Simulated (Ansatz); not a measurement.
Band structure of Ga

```xyz
2
Lattice="1.4500 -4.0650 0.0000 1.4500 4.0650 0.0000 0.0000 0.0000 3.1700" Properties=species:S:1:pos:R:3 pbc="T T T"
Ga    1.4500   -2.9837    0.7925
Ga    1.4500    2.9837    2.3775
```

Atom numbers follow the list: Ga1, Ga2.

The cell is a measured one (Crystallography Open Database entry 9012485); the temperature and pressure of the measurement aren't taken into account, and nothing was relaxed.

All numbers below come from DFT, PBE, all-electron LAPW, scalar-relativistic (Ansatz 0.2.0).

Numerical set-up: a Γ-centred 15×15×13 k mesh, Fermi–Dirac smearing of 0.05 eV, basis error target 0.25 meV/atom, no spin polarisation.

Points in fractions of the reciprocal vectors of this cell: Γ (0, 0, 0), Y (-0.5, 0.5, 0), C0 (-0.282, 0.718, 0), Σ0 (0.282, 0.282, 0), Z (0, 0, 0.5), A0 (0.282, 0.282, 0.5), E0 (-0.282, 0.718, 0.5), T (-0.5, 0.5, 0.5). The path joins them by straight lines in the order Γ–Y–C0–Σ0–Γ–Z–A0–E0–T; legs that retrace an earlier one aren't tabulated. Energies are in eV from the Fermi level.

Is there a gap?

none: bands cross the Fermi level, a metal.

List the levels between -20 and 3.5 eV at the symmetry points.


Γ: -15.17, -15.15, -15.07, -15.06, -14.87, -14.85, -14.82, -14.81 (×2), -14.65, -11.24, -2.27, -1.57, 2.90
Y: -15.20, -15.02, -14.97 (×2), -14.96, -14.90 (×2), -14.86, -14.77, -14.72, -9.21, -8.58
C0: -15.09, -15.09, -15.04, -14.94, -14.91, -14.90, -14.90, -14.89, -14.71, -14.70, -6.22, -5.65, -3.99
Σ0: -15.09, -15.09, -15.04, -14.94, -14.91, -14.90, -14.90, -14.89, -14.71, -14.70, -6.22, -5.65, -3.99
Z: -15.13 (×2), -14.98 (×2), -14.91 (×2), -14.85 (×2), -14.73 (×2), -7.41 (×2), 1.86 (×2), 2.51 (×2)
A0: -15.15 (×2), -15.01 (×2), -14.91 (×2), -14.79 (×2), -14.70 (×2), -2.63 (×2), -1.90 (×2), 0.25 (×2)
E0: -15.15 (×2), -15.01 (×2), -14.91 (×2), -14.79 (×2), -14.70 (×2), -2.63 (×2), -1.90 (×2), 0.25 (×2)
T: -15.10 (×2), -15.02 (×2), -14.89 (×2), -14.82 (×2), -14.78 (×2), -5.59 (×2), -4.23 (×2)
